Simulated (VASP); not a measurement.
A run of VASP 6.6.1 is set up as follows.

INCAR

```
ALGO     = Normal         # electronic algorithm
EDIFF    = 1E-6           # SCF threshold, eV
ENCUT    = 520            # plane-wave cutoff, eV
ISIF     = 2              # what is computed and relaxed
ISMEAR   = 0              # smearing method
LASPH    = True           # aspherical terms in the spheres
LCHARG   = False          # write CHGCAR
LMAXMIX  = 4              # l up to which the mixer works
LREAL    = False          # projectors in reciprocal space
LWAVE    = False          # write WAVECAR
NELM     = 80             # most SCF steps
PREC     = Accurate       # precision mode
SIGMA    = 0.02           # smearing width, eV
```

KPOINTS

```
k-points
0
Gamma
  8 8 4
```

Contents of POSCAR:

```
TiSe2
1.0
    3.5360000000      0.0000000000      0.0000000000
   -1.7680000000      3.0622658278      0.0000000000
    0.0000000000      0.0000000000      6.0040000000
Ti Se
1 2
Direct
    0.0000000000      0.0000000000      0.0000000000
    0.3333333333      0.6666666667      0.2552000000
    0.6666666667      0.3333333333      0.7448000000
```

KPOINTS_OPT

```
path GMKGALHA,LM,KH
20
line-mode
reciprocal
 0.0000000000  0.0000000000  0.0000000000  G
 0.5000000000  0.0000000000  0.0000000000  M

 0.5000000000  0.0000000000  0.0000000000  M
 0.3333333333  0.3333333333  0.0000000000  K

 0.3333333333  0.3333333333  0.0000000000  K
 0.0000000000  0.0000000000  0.0000000000  G

 0.0000000000  0.0000000000  0.0000000000  G
 0.0000000000  0.0000000000  0.5000000000  A

 0.0000000000  0.0000000000  0.5000000000  A
 0.5000000000  0.0000000000  0.5000000000  L

 0.5000000000  0.0000000000  0.5000000000  L
 0.3333333333  0.3333333333  0.5000000000  H

 0.3333333333  0.3333333333  0.5000000000  H
 0.0000000000  0.0000000000  0.5000000000  A

 0.5000000000  0.0000000000  0.5000000000  L
 0.5000000000  0.0000000000  0.0000000000  M

 0.3333333333  0.3333333333  0.0000000000  K
 0.3333333333  0.3333333333  0.5000000000  H
```

Potentials or basis: VASP PAW LDA potentials, release 64 (Ti_sv, Se).

Run with:

```sh
$ cat potpaw_LDA.64/Ti_sv/POTCAR potpaw_LDA.64/Se/POTCAR > POTCAR
$ mpirun -np 1 vasp_std > vasp.out
```

Question: Predict the largest force.

Answer: 0.244 eV/Å.

Question: What does it give for the pressure?

Answer: -4.7 GPa.

Stress tensor (GPa, compression positive):
```
-5.03  0.00  0.00
 0.00 -5.03  0.00
 0.00  0.00 -3.94
```
